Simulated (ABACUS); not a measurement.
The system is GaP.

```xyz
2
Lattice="0.0000 2.7252 2.7252 2.7252 0.0000 2.7252 2.7252 2.7252 0.0000" Properties=species:S:1:pos:R:3 pbc="T T T"
Ga    0.0000    0.0000    0.0000
P     4.0879    4.0879    4.0879
```

```yaml
Program: ABACUS 3.10.1
Task: relaxation of cell and atoms
Functional: PW91
Potentials_or_basis: PseudoDojo NC SR 0.5 PBE stringent
Cutoff: 1551 eV
Density_cutoff: 6204 eV
Basis: plane waves
k_mesh: 6 × 6 × 6
Occupations: fermi-dirac, width 0.05 eV
Spin: no spin polarisation
```

At the start: pressure 2.3 GPa; volume 20.24 Å³/atom.

Task: How do energy, volume and symmetry change on relaxing?

Result: Over 3 steps the energy falls by 4.4 meV/atom and the volume is 20.81 Å³/atom (+2.8 %); space group F-43m (No. 216, to 0.05 Å).

Step by step:
```tsv
step	energy change (eV)	largest force (eV/Å)	pressure (GPa)	volume (Å³)
1	0.0000	0.0000	2.35	40.48
2	-0.0034	0.0000	1.80	40.74
3	-0.0088	0.0000	0.06	41.62
```

Final structure:
```yaml
crystal:
  lattice:
    - [0.00000, 2.75057, 2.75057]
    - [2.75057, 0.00000, 2.75057]
    - [2.75057, 2.75057, 0.00000]
  atoms:
    - { symbol: Ga, position: [0.00000, 0.00000, 0.00000] }
    - { symbol: P, position: [0.75000, 0.75000, 0.75000] }
```

Caveat: the potentials were made for another functional, which shifts forces and pressure.
